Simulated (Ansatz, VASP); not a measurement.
## Two plane-wave programs on V

```xyz
1
Lattice="-1.4672 1.4672 1.4672 1.4672 -1.4672 1.4672 1.4672 1.4672 -1.4672" Properties=species:S:1:pos:R:3 pbc="T T T"
V     0.0000    0.0000    0.0000
```

Alike in both runs: functional LDA; k mesh 10 × 10 × 10; occupations gaussian, width 0.1 eV; no spin polarisation.

Ansatz relaxed the structure, and its values are those at the end. VASP's run is a single point on that final structure, the one shown.

|  | VASP | Ansatz |
| --- | --- | --- |
| version | VASP 6.6.1 | Ansatz 0.2.0 |
| potentials or method | VASP PAW LDA potentials, release 64 (V_sv) | scalar-relativistic, plane waves, PAW |
| plane-wave cutoff (eV) | 520 | 420 |
| valence electrons in the cell | 13 | 13 |

|  | VASP | Ansatz | Ansatz less VASP |
| --- | --- | --- | --- |
| gap on the k mesh at the Fermi level (eV) | none | none | - |
| pressure (GPa) | 0.0 | -0.4 | -0.42 |

A gap of «none» marks a metal or a gap that the smearing closes. Ansatz warned: «pseudo_functional_mismatch».
